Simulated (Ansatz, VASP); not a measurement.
## As in VASP and in Ansatz

```
As
1.0
     2.59765    0.00000    0.00000
     0.00000    2.59765    0.00000
     0.00000    0.00000    2.59765
As
1
Direct
  0.00000 0.00000 0.00000
```

Change from the starting cell: volume scaled by 0.9, LAPW.

Alike in both runs: task single point; functional PBEsol; k mesh 14 × 14 × 14; occupations fermi-dirac, width 0.05 eV; no spin polarisation.

|  | VASP | Ansatz |
| --- | --- | --- |
| version | VASP 6.6.1 | Ansatz 0.2.0 |
| potentials or method | VASP PAW PBE potentials, release 64 (As), cutoff 520 eV | all-electron LAPW, scalar-relativistic |

|  | VASP | Ansatz | Ansatz less VASP |
| --- | --- | --- | --- |
| pressure (GPa) | 12.0 | 11.3 | -0.64 |

Ansatz ran all-electron here, so the differences hold the error of VASP's frozen core and of both bases.

Caveats: the PAW data sets were made with another functional, which shifts forces and pressure a little (VASP).
